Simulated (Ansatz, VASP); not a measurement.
One calculation of Tl, two programs

File INCAR:

```
  PREC = Accurate
  ENCUT = 520
  EDIFF = 1E-7
  ISMEAR = -1
  SIGMA = 0.1
  LREAL = F
  LASPH = T
  NELM = 80
  ALGO = Normal
  ISIF = 2
  LWAVE = F
  LCHARG = F
  GGA = CA
  NBANDS = 20
```

Contents of KPOINTS:

```
regular mesh
0
Gamma
  11 11 6
```

File POSCAR:

```
Tl
1.0
    3.4014029632      0.0000000000      0.0000000000
   -1.7007014816      2.9457013746      0.0000000000
    0.0000000000      0.0000000000      5.4430041633
Tl
2
Direct
    0.3333333333      0.6666666667      0.2500000000
    0.6666666667      0.3333333333      0.7500000000
```

Input for Ansatz:

```yaml
crystal:
  lattice:
    - [3.4014029632, 0.0, 0.0]
    - [-1.7007014816, 2.9457013746, 0.0]
    - [0.0, 0.0, 5.4430041633]
  atoms:
    - { symbol: Tl, position: [0.3333333333, 0.6666666667, 0.25] }
    - { symbol: Tl, position: [0.6666666667, 0.3333333333, 0.75] }
hamiltonian:
  xc: lda
  pseudopotentials:
    kind: paw
    azcp:
      Tl: "pseudopotentials/Tl.paw.azcp"
basis:
  ecutwfc: 600
  fft_grid_basis: typed
kpoints:
  mp_grid: { grid: [11, 11, 6], shift: [0, 0, 0] }
magnetization:
  spin_polarized: false
scf:
  occupations: { method: fermi_dirac, width: 0.1 }
  lower_state_search: "off"
output:
  stress: true
  write_density: true
  write_potential: true
  elf: true
  volumetric_format: npy
```

Alike in both runs: task single point; functional LDA; k mesh 11 × 11 × 6; occupations fermi-dirac, width 0.1 eV; no spin polarisation.

```csv
,VASP,Ansatz
version,VASP 6.6.1,Ansatz 0.2.0
potentials or method,"VASP PAW LDA potentials, release 64 (Tl_d)","plane waves (600 eV) with PAW, scalar-relativistic"
plane-wave cutoff (eV),520,600
valence electrons in the cell,26,26
```

|  | VASP | Ansatz | Ansatz less VASP |
| --- | --- | --- | --- |
| pressure (GPa) | 0.1 | 0.0 | -0.07 |

Ansatz warned: «pseudo_functional_mismatch».

Spin-orbit coupling is left out, which matters for the levels of Tl.
